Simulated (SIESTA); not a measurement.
Crystal: Bi2Se3 (Paraguanajuatite).

```
Bi Se
1.0
     2.07150    1.19598    9.54533
    -2.07150    1.19598    9.54533
     0.00000   -2.39196    9.54533
Bi Se
2 3
Direct
  0.59920 0.59920 0.59920
  0.40080 0.40080 0.40080
  0.78830 0.78830 0.78830
  0.21170 0.21170 0.21170
  0.00000 0.00000 0.00000
```

Base run:

| Item | Value |
| --- | --- |
| Program | SIESTA 5.4.2 |
| Functional | optB88-vdW |
| Potentials or basis | PseudoDojo 0.4 standard (PBE files) |
| Basis | DZP (energy shift 0.002 Ry) |
| Grid cutoff | 500 Ry |
| Energy shift | 0.002 Ry |
| k mesh | 8 × 8 × 8 |
| Occupations | fermi-dirac, width 0.05 eV |
| Spin | no spin polarisation |

Its results: band gap on the k mesh 0.24 eV, direct; pressure 4.9 GPa; largest force 0.597 eV/Å.

The run is repeated on the same cell with these changes: functional from optB88-vdW to LDA; potentials or basis from PseudoDojo 0.4 standard (PBE files) to PseudoDojo 0.4 standard (LDA files). What comes out?

Band gap on the k mesh 0.12 eV, direct; pressure 0.5 GPa; largest force 0.367 eV/Å.

Caveats: semicore shells carry a single zeta, which can move pressures by several GPa and volumes by a few percent; spin-orbit coupling is left out, which as a rule narrows the gap of such compounds by several tenths of an eV; the basis of atomic orbitals isn't converged, which shifts pressures, moduli and gaps; the potentials were made for another functional, which shifts forces and pressure (some runs).

Not every run made on this cell is shown here.
